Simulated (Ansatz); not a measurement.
CsCl (CsCl type), relaxed with r2SCAN: 8 runs in the PAW code Ansatz, each a construction of maximally localised Wannier functions. It is cubic, Pm-3m (No. 221); conventional cell a = 4.141 Å, 35.50 Å³ an atom. Cs has 8 Cl at 3.59 Å; Cl has 8 Cs at 3.59 Å. (Simulation; spin polarisation is off.)

```yaml
crystal:
  lattice:
    - [4.14068, 0.00000, 0.00000]
    - [0.00000, 4.14068, 0.00000]
    - [0.00000, 0.00000, 4.14068]
  atoms:
    - { symbol: Cs, position: [0.00000, 0.00000, 0.00000] }
    - { symbol: Cl, position: [0.50000, 0.50000, 0.50000] }
```

Windows count from the top of the filled bands; a dash means that no such window was set (without an outer window there is no disentanglement). Rows marked drawn have settings drawn at random (some not listed).

```
functional  SCF mesh          trial orbitals  functions   mesh   window (eV)  frozen (eV)  settings  Ω total (Å²)  Ω invariant (Å²)  largest spread (Å²)  least projectability  interpolation miss of the model's filled bands (eV, to the nearest computed level)
       PBE     6×6×6              Cl s, Cl p          4  4×4×4             –            –    chosen          5.48              4.76                 1.37                  0.95                                                                               0.018
       PBE     6×6×6              Cl s, Cl p          4  6×6×6             –            –    chosen          5.68              4.97                 1.42                  0.95                                                                               0.003
       PBE     6×6×6                    Cl p          3  4×4×4             –            –    chosen          5.25              5.25                 1.75                  0.97                                                                               0.021
    r2SCAN     6×6×6              Cl s, Cl p          4  4×4×4             –            –    chosen          5.35              4.63                 1.34                  0.95                                                                               0.015
    r2SCAN     6×6×6                    Cl p          3  4×4×4             –            –    chosen          5.14              5.14                 1.71                  0.97                                                                               0.017
     HSE06     4×4×4              Cl s, Cl p          4  4×4×4             –            –    chosen          5.39              4.67                 1.35                  0.95                                                                                   –
       PBE     6×6×6                    Cl p          3  4×4×4  -9.0 to +7.3            –     drawn          4.08              4.08                 1.36                  0.96                                                                               0.554
       PBE     6×6×6  Cl p (loose tolerance)          3  4×4×4             –            –     drawn          5.25              5.25                 1.75                  0.97                                                                               0.021
```

1 of the rows take their functions from a window without a frozen part or with a poor projection: such a subspace needn't follow the bands named, so its spread can't be set beside the others.

A dash in the last column means that the miss wasn't evaluated.

For Cl s, Cl p with PBE the spread goes 5.48 Å² (4×4×4), 5.68 Å² (6×6×6): finite differences on a coarse mesh understate it.

The runs are scalar-relativistic, without spin-orbit coupling.
